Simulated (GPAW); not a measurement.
Here is a GPAW 26.7.0 calculation.

File run.py:

```python
from ase.dft.bandgap import bandgap
from ase.io import read, write
from ase.units import GPa
from gpaw import GPAW, PW

atoms = read('Ag.xyz')

calc = GPAW(mode=PW(600),
            xc='PBE',
            kpts={'size': (11, 11, 11), 'gamma': True},
            occupations={'name': 'methfessel-paxton', 'order': 0, 'width': 0.05},
            nbands=18,
            convergence={'density': 1e-05, 'energy': 1e-05},
            maxiter=150,
            txt='gpaw.txt')
atoms.calc = calc
energy = atoms.get_potential_energy()
forces = atoms.get_forces()
stress = atoms.get_stress()
calc.write('gs.gpw')
write('result.traj', atoms)
print(f'Energy: {energy:.6f} eV')
print('Forces (eV/A):')
print(forces.round(4))
print('Stress (GPa):', (stress / GPa).round(3))
print('Fermi level:', round(calc.get_fermi_level(), 4), 'eV')
print(f'Gap: {bandgap(calc)[0]:.4f} eV, direct: {bandgap(calc, direct=True)[0]:.4f} eV')
```

The input Ag.xyz:

```xyz
1
Lattice="0.0000000000 2.0427500000 2.0427500000 2.0427500000 0.0000000000 2.0427500000 2.0427500000 2.0427500000 0.0000000000" Properties=species:S:1:pos:R:3 pbc="T T T"
Ag     0.0000000000      0.0000000000      0.0000000000
```

Potentials or basis: GPAW PAW data sets (gpaw-data 1.2.1), pw.

Run with:

```console
$ OMP_NUM_THREADS=1 python run.py
```

Task: What does it give for the band gap on the k mesh?

Result: None (metal or under the smearing width).

Task: Estimate the pressure.

Result: 4.2 GPa.
